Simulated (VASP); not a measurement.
```
SrF2
1.0
    4.14886     0.00000     0.00000
   -2.07443     3.59302     0.00000
    0.00000     0.00000    25.33683
F Sr
6 3
Cartesian
  2.07443   1.19767   8.44863
  0.00000   2.39535  11.80140
  0.00000   0.00000  10.13929
  0.00000   0.00000  15.19755
  2.07443   1.19767  13.53544
  0.00000   2.39535  16.88821
  0.00000   2.39535   9.27825
  0.00000   0.00000  12.66842
  2.07443   1.19767  16.05858
```

Method: PBE GGA, VASP's PBE PAW potentials (set 64) (plane waves; VASP 6.6.1). Numerical set-up: PREC = Normal, 450 eV cut-off, 6×6×1 Γ-centred mesh, Gaussian smearing of 0.050 eV, potentials F Sr_sv.

### Question
What does the run give for the energy per atom (σ→0)?

### Answer

```
Quantity                        Value
---------------------  --------------
energy per atom (σ→0)  -5.623 eV/atom
```

The cell is a thin slab with vacuum, built from SrF2 (fluorite): (111) face.
